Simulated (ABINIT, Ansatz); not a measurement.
**A GW chain in ABINIT: GaN (P6_3mc)**

How does a plane-wave GW calculation on GaN (P6_3mc) run from the first input to the gap?

Calculated with ABINIT 10.8.3; PBE and many-body steps on it, plane waves.

Most raw output is cut from this account.

The database entry behind the starting cell has ideal inner coordinates that were not refined, so it need not match the best structure at ambient conditions.

## 1. Set-up

It takes space group P6_3mc (No. 186, hexagonal). The conventional cell has a = 3.190 Å, b = 3.190 Å, c = 5.189 Å, α = 90.00°, β = 90.00°, γ = 120.00°. Nearest to Ga lie 4 N at 1.95 Å. N has 4 Ga at 1.95 Å nearest. Farther neighbours and most contacts between anions are not listed.

The cell and positions come from the Crystallography Open Database and are kept as given unless a step says otherwise.

## 2. Ground state

This step: ABINIT 10.8.3; DFT, PBE, plane waves, norm-conserving pseudopotentials.

The ground-state density comes first.

run.abi

```
acell 3*1.0 Angstrom
rprim 
  3.190000000016 -0.000000000004 0.000000000000
  -1.595000000005 2.762621038088 0.000000000000
  0.000000000000 0.000000000000 5.189000000000
ntypat 2
znucl 31 7
natom 4
typat 1 1 2 2
xred 
  0.666666666667 0.333333333333 0.000000000000
  0.333333333333 0.666666666667 0.500000000000
  0.666666666667 0.333333333333 0.375000000000
  0.333333333333 0.666666666667 0.875000000000
pp_dirpath "pseudos"
pseudos "Ga.upf, N.upf"
ecut 45
ngkpt 6 6 4
nshiftk 1
shiftk 0 0 0
kptopt 1
chksymbreak 0
nband 32
occopt 1
tolvrs 1e-10
nstep 60
prtwf 0
optforces 0
optstress 0
indata_prefix "in"
outdata_prefix "out"
tmpdata_prefix "tmp"
```

The run is started by

```
$ OMP_NUM_THREADS=1 mpirun -n 16 abinit run.abi > log
```

Run time: 17 s. Hardware: 16 MPI ranks of Arm Neoverse V1, shared host; peak memory 1.2 GiB; 4.4 min of CPU time.

This step gave:

```
total energy               : -14080.1837 eV
gap                        : 1.919 eV
k of the valence top       : 0, 0, 0
k of the conduction bottom : 0, 0, 0
least direct gap           : 1.919 eV
```

The gap is direct, at Γ.

## 3. Bands along the symmetry lines

The cheap functional maps the bands first; the places of the edges decide which points the dearer methods must see.

run.abi

```
acell 3*1.0 Angstrom
rprim 
  3.190000000016 -0.000000000004 0.000000000000
  -1.595000000005 2.762621038088 0.000000000000
  0.000000000000 0.000000000000 5.189000000000
ntypat 2
znucl 31 7
natom 4
typat 1 1 2 2
xred 
  0.666666666667 0.333333333333 0.000000000000
  0.333333333333 0.666666666667 0.500000000000
  0.666666666667 0.333333333333 0.375000000000
  0.333333333333 0.666666666667 0.875000000000
pp_dirpath "pseudos"
pseudos "Ga.upf, N.upf"
ecut 45
iscf -2
irdden 1
kptopt 0
nkpt 75
kpt 
  0.00000000 0.00000000 0.00000000
  0.06250000 0.00000000 0.00000000
  0.12500000 0.00000000 0.00000000
  0.18750000 0.00000000 0.00000000
  0.25000000 0.00000000 0.00000000
  0.31250000 0.00000000 0.00000000
  0.37500000 0.00000000 0.00000000
  0.43750000 0.00000000 0.00000000
  0.50000000 0.00000000 0.00000000
  0.47916667 0.04166667 0.00000000
  0.45833333 0.08333333 0.00000000
  0.43750000 0.12500000 0.00000000
  0.41666666 0.16666666 0.00000000
  0.39583333 0.20833333 0.00000000
  0.37500000 0.25000000 0.00000000
  0.35416666 0.29166666 0.00000000
  0.33333333 0.33333333 0.00000000
  0.29166666 0.29166666 0.00000000
  0.25000000 0.25000000 0.00000000
  0.20833333 0.20833333 0.00000000
  0.16666666 0.16666666 0.00000000
  0.12500000 0.12500000 0.00000000
  0.08333333 0.08333333 0.00000000
  0.04166667 0.04166667 0.00000000
  0.00000000 0.00000000 0.00000000
  0.00000000 0.00000000 0.06250000
  0.00000000 0.00000000 0.12500000
  0.00000000 0.00000000 0.18750000
  0.00000000 0.00000000 0.25000000
  0.00000000 0.00000000 0.31250000
  0.00000000 0.00000000 0.37500000
  0.00000000 0.00000000 0.43750000
  0.00000000 0.00000000 0.50000000
  0.06250000 0.00000000 0.50000000
  0.12500000 0.00000000 0.50000000
  0.18750000 0.00000000 0.50000000
  0.25000000 0.00000000 0.50000000
  0.31250000 0.00000000 0.50000000
  0.37500000 0.00000000 0.50000000
  0.43750000 0.00000000 0.50000000
  0.50000000 0.00000000 0.50000000
  0.47916667 0.04166667 0.50000000
  0.45833333 0.08333333 0.50000000
  0.43750000 0.12500000 0.50000000
  0.41666666 0.16666666 0.50000000
  0.39583333 0.20833333 0.50000000
  0.37500000 0.25000000 0.50000000
  0.35416666 0.29166666 0.50000000
  0.33333333 0.33333333 0.50000000
  0.29166666 0.29166666 0.50000000
  0.25000000 0.25000000 0.50000000
  0.20833333 0.20833333 0.50000000
  0.16666666 0.16666666 0.50000000
  0.12500000 0.12500000 0.50000000
  0.08333333 0.08333333 0.50000000
  0.04166667 0.04166667 0.50000000
  0.00000000 0.00000000 0.50000000
  0.50000000 0.00000000 0.50000000
  0.50000000 0.00000000 0.43750000
  0.50000000 0.00000000 0.37500000
  0.50000000 0.00000000 0.31250000
  0.50000000 0.00000000 0.25000000
  0.50000000 0.00000000 0.18750000
  0.50000000 0.00000000 0.12500000
  0.50000000 0.00000000 0.06250000
  0.50000000 0.00000000 0.00000000
  0.33333333 0.33333333 0.50000000
  0.33333333 0.33333333 0.43750000
  0.33333333 0.33333333 0.37500000
  0.33333333 0.33333333 0.31250000
  0.33333333 0.33333333 0.25000000
  0.33333333 0.33333333 0.18750000
  0.33333333 0.33333333 0.12500000
  0.33333333 0.33333333 0.06250000
  0.33333333 0.33333333 0.00000000
istwfk *1
nband 33
nbdbuf 2
tolwfr 1e-08
nstep 40
prtwf 0
prtvol 0
indata_prefix "in"
outdata_prefix "out"
tmpdata_prefix "tmp"
```

Wall time 17 s (16 MPI ranks); peak memory 1.1 GiB.

This step gave:

```
gap                        : 1.919 eV
k of the valence top       : 0, 0, 0
k of the conduction bottom : 0, 0, 0
least direct gap           : 1.919 eV
```

The gap is 1.919 eV, as in the run before at this level.

The electronic bands at the labelled points (eV, zero at the top of the highest filled band):

```tsv
point	band 23	band 24	band 25	band 26	band 27	band 28	band 29	band 30
Γ	-1.04	-0.06	0.00	0.00	1.92	4.27	9.18	9.92
halfway	-2.86	-1.98	-0.74	-0.49	4.29	5.95	7.37	8.53
M	-4.22	-2.73	-2.23	-0.98	5.08	5.57	6.06	8.58
halfway	-4.23	-3.52	-2.38	-1.86	5.61	6.60	6.63	8.43
K	-5.26	-3.00	-3.00	-2.68	5.16	7.79	7.79	8.40
halfway	-3.66	-2.39	-1.01	-0.92	4.93	6.87	7.29	7.66
Γ	-1.04	-0.06	0.00	0.00	1.92	4.27	9.18	9.92
halfway	-0.90	-0.90	-0.16	-0.16	3.11	4.37	8.80	9.60
A	-0.53	-0.53	-0.53	-0.53	4.25	4.25	8.50	8.50
halfway	-2.07	-2.07	-1.28	-1.28	5.24	5.24	7.65	7.65
L	-1.93	-1.93	-1.91	-1.91	4.42	4.42	7.80	7.80
halfway	-3.18	-3.18	-1.60	-1.60	5.37	5.37	8.11	8.11
H	-4.16	-4.16	-1.49	-1.49	6.44	6.44	7.31	7.31
halfway	-2.11	-2.11	-1.80	-1.80	5.66	5.66	7.66	7.66
A	-0.53	-0.53	-0.53	-0.53	4.25	4.25	8.50	8.50
jump to L	-1.93	-1.93	-1.91	-1.91	4.42	4.42	7.80	7.80
halfway	-3.30	-2.51	-1.70	-1.28	4.32	5.11	7.56	7.84
M	-4.22	-2.73	-2.23	-0.98	5.08	5.57	6.06	8.58
jump to H	-4.16	-4.16	-1.49	-1.49	6.44	6.44	7.31	7.31
halfway	-4.96	-3.18	-2.20	-2.20	5.90	7.19	7.19	8.18
K	-5.26	-3.00	-3.00	-2.68	5.16	7.79	7.79	8.40
```

## 4. Empty states on the mesh, 6×6×4 mesh, 444 bands

The sums over transitions need many empty states on a uniform mesh; this step solves for them.

run.abi

```
acell 3*1.0 Angstrom
rprim 
  3.190000000016 -0.000000000004 0.000000000000
  -1.595000000005 2.762621038088 0.000000000000
  0.000000000000 0.000000000000 5.189000000000
ntypat 2
znucl 31 7
natom 4
typat 1 1 2 2
xred 
  0.666666666667 0.333333333333 0.000000000000
  0.333333333333 0.666666666667 0.500000000000
  0.666666666667 0.333333333333 0.375000000000
  0.333333333333 0.666666666667 0.875000000000
pp_dirpath "pseudos"
pseudos "Ga.upf, N.upf"
ecut 45
ngkpt 6 6 4
nshiftk 1
shiftk 0 0 0
kptopt 1
chksymbreak 0
irdden 1
istwfk *1
nband 444
prtvol 0
optdriver 6
gwr_task "HDIAGO"
paral_kgb 0
occopt 1
indata_prefix "in"
outdata_prefix "out"
tmpdata_prefix "tmp"
```

The job ended after 2.3 min (16 MPI ranks; peak memory 18 GiB).

This step gave:

- gap: 1.919 eV
- k of the valence top: 0, 0, 0
- k of the conduction bottom: 0, 0, 0
- least direct gap: 1.919 eV
- k points computed: 21
- lowest point of the top converged band, above the valence top: 235.2364 eV

On this mesh the gap is 1.919 eV.

## 5. Screening, 6×6×4 mesh, 436 bands, screening to 326.5 eV

The RPA dielectric matrix is built and inverted for each q.

This step: RPA screening on PBE, plane waves, norm-conserving pseudopotentials.

run.abi: that of step 4 with these lines changed.

```diff
@@ -22,10 +22,11 @@
 chksymbreak 0
-irdden 1
 istwfk *1
-nband 444
-prtvol 0
-optdriver 6
-gwr_task "HDIAGO"
-paral_kgb 0
 occopt 1
+irdwfk 1
+optdriver 3
+nband 436
+ecuteps 12
+inclvkb 2
+awtr 1
+symchi 1
 indata_prefix "in"
```

Run time: 34 min. Hardware: 16 MPI ranks; peak memory 12 GiB.

This step gave:

```yaml
eps_infinity_with_local_fields_on_this_mesh_along_the_program_s_q_direction: 5.867
the_same_without_local_fields: 6.323
plasma_frequency: 39.60 eV
plane_waves_in_the_screening_matrix: 615
```

Local fields lower ε∞ by 7 %.

## 6. Self-energy, 6×6×4 mesh, 436 bands, screening to 326.5 eV

The self-energy is evaluated for the states that the input lists, and the levels follow from it, in one-shot runs by the linearised quasiparticle equation.

This step: G0W0 on PBE, plane waves, norm-conserving pseudopotentials.

run.abi: that of step 5 with these lines changed.

```diff
@@ -25,8 +25,15 @@
 irdwfk 1
-optdriver 3
+optdriver 4
 nband 436
+gwcalctyp 0
+ecutsigx 45
+symsigma 1
+nkptgw 1
+kptgw 
+  0.0000000000 0.0000000000 0.0000000000
+bdgw 
+  25 28
 ecuteps 12
-inclvkb 2
-awtr 1
-symchi 1
+irdscr 1
+ppmodel 1
 indata_prefix "in"
```

Wall time 46 s (16 MPI ranks); peak memory 14 GiB.

Numbers from this step:

- G0W0 gap on the points computed: 2.822 eV
- starting gap on the mesh: 1.919 eV
- k of the valence top: 0, 0, 0
- k of the conduction bottom: 0, 0, 0
- Z at the valence top: 0.796
- Z at the conduction bottom: 0.824
- least direct G0W0 gap on the computed points: 2.822 eV

The gap on the mesh goes from 1.92 eV to 2.82 eV, a correction of +0.90 eV.

Limits: finite bands, cutoff and mesh; no spin-orbit coupling. v1 is the top filled band, c1 the lowest empty one. The levels before and after the correction (eV, zero at the valence-band top of each column):

```tsv
	conduction bottom	valence top
Kohn-Sham	1.92	0.00
G0W0	2.82	0.00
```

```tsv
	level	energy (eV)
Kohn-Sham	Γ v2-v1	0.000
Kohn-Sham	Γ c1	1.919
Kohn-Sham	Γ c2	4.269
G0W0	Γ v2-v1	0.000
G0W0	Γ c1	2.822
G0W0	Γ c2	5.324
```

## 7. Where the time went

Times are wall times on 16 MPI ranks of Arm Neoverse V1, shared host, good to a factor of about two.

```tsv
step	time	share	memory (GiB)
ground state	17 s	1 %	1.2
bands along the symmetry lines	17 s	1 %	1.1
empty states on the mesh	2.3 min	6 %	18
screening	34 min	90 %	12
self-energy	46 s	2 %	14
```

## 8. Results

```
PBE gap              : 1.92 eV, direct
G0W0 gap on the mesh : 2.82 eV
GW settings          : 6×6×4 mesh, 436 bands, screening to 326.5 eV, Godby-Needs plasmon pole
known limits         : not at the basis limit; no spin-orbit coupling
```

G0W0 moves the gap on the mesh from 1.92 eV to 2.82 eV (+0.90 eV), with Z of 0.80 and 0.82 at the edges. Local fields lower the RPA ε∞ on this mesh from 6.32 to 5.87. Only 1 of the mesh's irreducible points was corrected, so a valley elsewhere could overtake. The dearest step here is «screening». Bands and cutoff are finite, so the gap is not at the basis limit. The miss can reach some tenths of an eV and take either sign; the mesh is an error of its own. In the G0W0 run levels were corrected at 1 k point alone, so a gap called «on the mesh» is the least over those, and an edge elsewhere would be missed. The many-body steps are scalar-relativistic: spin-orbit coupling is not in them.

[Paths, hosts, dates, memory and timing lines, banners, echoed tables and standing remarks are left out of the program output.]

[Logs are printed without paths, hosts, clocks, repeated set-up lines and the standing remarks that a program may print on its own settings, such as how far it seeks lower states.]

[Runs of the session that timed out or met a known fault of the program may be left out.]

[Hosts, paths, dates, database ids (printed as entryN), source tags and the programs' standing remarks are cut or masked in the printed files.]

[G0W0 gaps are taken among the corrected bands and points alone; a level outside them can change the order at an edge.]

[Where Ansatz stands beside ABINIT at settings called matched, ABINIT's density can come from a denser mesh and the files from another edition; pairs whose starting gaps differed by over 0.03 eV were left out, so agreement reads better than it is.]
